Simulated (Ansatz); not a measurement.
Molecular dynamics on a 2×2×2 supercell (16 atoms) of NaH (Fm-3m), relaxed with r2SCAN. Forces come from PBE in the plane-wave code Ansatz: a Langevin thermostat at fixed volume, 200 K, steps of 1 fs. Classical nuclei, no spin polarisation; a few dozen steps show the first response, not equilibrium.

```yaml
crystal:
  lattice:
    - [0.0, 4.7950232845, 4.7950232845]
    - [4.7950232845, 0.0, 4.7950232845]
    - [4.7950232845, 4.7950232845, 0.0]
  atoms:
    - { symbol: Na, position: [0.0, 0.0, 0.0] }
    - { symbol: H, position: [0.25, 0.25, 0.25] }
    - { symbol: Na, position: [0.0, 0.0, 0.5] }
    - { symbol: H, position: [0.25, 0.25, 0.75] }
    - { symbol: Na, position: [0.0, 0.5, 0.0] }
    - { symbol: H, position: [0.25, 0.75, 0.25] }
    - { symbol: Na, position: [0.0, 0.5, 0.5] }
    - { symbol: H, position: [0.25, 0.75, 0.75] }
    - { symbol: Na, position: [0.5, 0.0, 0.0] }
    - { symbol: H, position: [0.75, 0.25, 0.25] }
    - { symbol: Na, position: [0.5, 0.0, 0.5] }
    - { symbol: H, position: [0.75, 0.25, 0.75] }
    - { symbol: Na, position: [0.5, 0.5, 0.0] }
    - { symbol: H, position: [0.75, 0.75, 0.25] }
    - { symbol: Na, position: [0.5, 0.5, 0.5] }
    - { symbol: H, position: [0.75, 0.75, 0.75] }
kpoints:
  mp_grid: { grid: [2, 2, 2] }
hamiltonian:
  xc: pbe
scf:
  occupations: { method: fermi_dirac, width: 0.02 }
md:
  ensemble: nvt_langevin
  temperature: 200
  timestep: 1.0
  n_steps: 30
  initial_velocities: maxwell_boltzmann
  seed: 729
```

Command: `ansatz run input.yaml --threads 4 --pin off --max-ram 3686MiB --backend cpu --events-out ev --progress --plain --runs-dir out`.

Problem. What wall time did it need on 4 threads of Arm Neoverse N1 (shared host), and how much host memory at the peak?

Solution. About 45 s, with a peak of 0.62 GiB.

```tsv
step	t (fs)	T (K)	free energy F from step 0 (meV/atom)	kinetic energy (meV/atom)	largest force (eV/Å)
0	0	188	0.0	24.2	0.00
1	1	190	0.2	24.6	0.06
2	2	191	0.9	24.7	0.13
3	3	186	2.1	24.1	0.19
4	4	192	3.5	24.8	0.25
5	5	170	5.2	22.0	0.31
6	6	154	6.9	19.9	0.35
7	7	152	8.7	19.6	0.39
8	8	143	10.4	18.4	0.42
9	9	133	11.9	17.2	0.44
10	10	122	12.9	15.8	0.45
11	11	117	13.7	15.1	0.45
12	12	116	13.9	14.9	0.44
13	13	116	13.8	15.0	0.44
14	14	122	13.4	15.8	0.42
15	15	137	12.7	17.7	0.40
16	16	134	12.0	17.3	0.38
17	17	140	11.2	18.1	0.34
18	18	142	10.4	18.4	0.31
19	19	153	9.9	19.7	0.33
20	20	151	9.5	19.5	0.36
21	21	153	9.4	19.8	0.38
22	22	156	9.5	20.1	0.41
23	23	145	9.8	18.8	0.43
24	24	140	10.2	18.1	0.46
25	25	131	10.7	16.9	0.48
26	26	136	11.1	17.6	0.49
27	27	126	11.5	16.3	0.50
28	28	137	12.1	17.7	0.51
29	29	127	12.6	16.4	0.52
30	30	110	13.2	14.2	0.52
```

The temperature goes from 188 K to 110 K in 30 fs. The thermostat hasn't had time to restore it. The atoms start on their lattice sites with kinetic energy alone, so much of it first passes into potential energy. By the last step the atoms have moved 0.11 Å in the root mean square, the drift of the whole cell taken out, 0.19 Å at most.

Positions (Å) and forces (eV/Å) at step 30:
```
Na  -0.023  -0.026   0.142     0.066   0.067  -0.242
H    2.381   2.298   2.462     0.092   0.204  -0.038
Na   2.350   2.410  -0.090     0.085   0.017   0.353
H    4.840   4.865   2.444    -0.047  -0.134  -0.127
Na   2.485  -0.046   2.486    -0.023   0.204  -0.049
H    4.845   2.471   4.725    -0.105  -0.091   0.158
Na   4.845   2.390   2.405    -0.217  -0.101  -0.014
H    7.183   4.781   4.898     0.071  -0.012  -0.055
Na   0.052   2.424   2.354     0.103   0.132   0.018
H    2.500   4.798   4.922    -0.228  -0.027  -0.138
Na   2.493   4.842   2.541    -0.312  -0.217  -0.231
H    4.825   7.139   4.723    -0.089   0.181   0.130
Na   2.356   2.383   4.877     0.101  -0.057  -0.181
H    4.816   4.892   7.266     0.046  -0.202   0.025
Na   4.709   4.853   4.673     0.325  -0.081   0.395
H    7.165   7.143   7.207     0.131   0.117  -0.003
```
